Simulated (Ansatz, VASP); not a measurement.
Given: the input of a run of VASP 6.6.1 on Sb.

Contents of INCAR:

```
ALGO = Normal
EDIFF = 1E-6
EDIFFG = -0.01
ENCUT = 600
GGA = PE
IBRION = 2
ISIF = 3
ISMEAR = -1
IVDW = 12
LASPH = T
LCHARG = F
LREAL = F
LWAVE = F
NELM = 80
NSW = 60
PREC = Accurate
SIGMA = 0.05
```

File KPOINTS:

```
k-points
0
Gamma
  10 10 10
```

POSCAR

```
Sb
1.0
   -1.8713408863      1.8713408863      1.8713408863
    1.8713408863     -1.8713408863      1.8713408863
    1.8713408863      1.8713408863     -1.8713408863
Sb
1
Direct
    0.0000000000      0.0000000000      0.0000000000
```

Potentials or basis: VASP PAW PBE potentials, release 64 (Sb).

The run is started by

```console
$ cat potpaw_PBE.64/Sb/POTCAR > POTCAR
$ mpirun -np 1 vasp_std > vasp.out
```

Problem. Set up the same calculation for Ansatz 0.2.0. Potentials there: Ansatz PAW.

Solution. As run (the cutoff follows the program's own potentials):

The input input.yaml:

```yaml
crystal:
  lattice:
    - [-1.8713408863, 1.8713408863, 1.8713408863]
    - [1.8713408863, -1.8713408863, 1.8713408863]
    - [1.8713408863, 1.8713408863, -1.8713408863]
  atoms:
    - { symbol: Sb, position: [0.0, 0.0, 0.0] }
hamiltonian:
  xc: pbe
  pseudopotentials: { kind: paw }
  dispersion: d3bj
kpoints:
  mp_grid: { grid: [10, 10, 10] }
scf:
  occupations: { method: fermi_dirac, width: 0.05 }
output:
  forces: true
  stress: true
  eigenvalues: true
relax:
  f_tol: 0.01
  max_steps: 40
  cell: { stress_tol: 0.05 }
```

Potentials or basis: Ansatz PAW.

The run is started by

```console
$ ansatz run input.yaml --threads 2 --pin off --max-ram 5632MiB --backend cpu --events-out ev --progress --plain --runs-dir out
```

Both were run:

|  | VASP | Ansatz | Ansatz less VASP |
| --- | --- | --- | --- |
| gap on the k mesh at the Fermi level, each at its own relaxed structure (eV) | none | none | - |
| relaxed volume (Å³/atom) | 26.13 | 26.17 | +0.037 |
| relaxed cell length with the largest relative difference (Å) | 3.238 | 3.239 | +0.0015 |

A gap of «none» marks a metal or a gap that the smearing closes. The two sets of potentials don't hold the same shells in valence.

Caveats: pairwise dispersion overbinds metals, which lowers pressure and volume; the plane-wave basis is chosen anew once the cell has moved, so the energies of steps on either side of that aren't comparable (Ansatz). Spin-orbit coupling is left out, which matters for the levels of Sb.
